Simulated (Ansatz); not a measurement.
# Pb (fcc type): the cost of one run

Method: DFT, PBE, all-electron LAPW, non-relativistic, in Ansatz 0.2.0.

## (1) The system as given

It takes space group Fm-3m (No. 225, cubic). Conventional cell: a = 5.041 Å, b = 5.041 Å, c = 5.041 Å, α = 90.00°, β = 90.00°, γ = 90.00°. Around Pb (site symmetry m-3m) lie 12 Pb at 3.56 Å.

As a file:

```cif
data_structure
_symmetry_space_group_name_H-M 'Fm-3m'
_symmetry_Int_Tables_number 225
_cell_length_a 5.0405
_cell_length_b 5.0405
_cell_length_c 5.0405
_cell_angle_alpha 90.000
_cell_angle_beta 90.000
_cell_angle_gamma 90.000
_cell_volume 128.06
loop_
_atom_site_label
_atom_site_type_symbol
_atom_site_symmetry_multiplicity
_atom_site_Wyckoff_symbol
_atom_site_fract_x
_atom_site_fract_y
_atom_site_fract_z
_atom_site_occupancy
Pb1 Pb 4 a 0.00000 0.00000 0.00000 1
```

The file gives the conventional cell by its symmetry; the runs use the cell typed in the input.

The PAW steps are scalar-relativistic and only prepare the cells; LAPW drops relativity.

## (2) Fcc relaxed, LAPW

File input.yaml:

```yaml
crystal:
  lattice:
    - [0.0, 2.5202669214, 2.5202669214]
    - [2.5202669214, 0.0, 2.5202669214]
    - [2.5202669214, 2.5202669214, 0.0]
  atoms:
    - { symbol: Pb, position: [0.0, 0.0, 0.0] }
kpoints:
  mp_grid: { grid: [14, 14, 14] }
scf:
  occupations: { method: fermi_dirac, width: 0.05 }
hamiltonian:
  xc: pbe
  pseudopotentials:
    kind: all_electron
    lapw: { basis_error: 0.0005 }
    relativity: none
output:
  forces: true
  stress: true
  eigenvalues: true
  populations: true
relax:
  f_tol: 0.005
  max_steps: 25
  cell: {}
```

Command:

```console
ansatz run input.yaml --threads 1 --pin off --max-ram 3072MiB --backend cpu --events-out ev --progress --plain --runs-dir out
```

What time and memory should one allow on 1 thread of Arm Neoverse V2, shared host?

About 28 s, with a peak of 0.32 GiB.
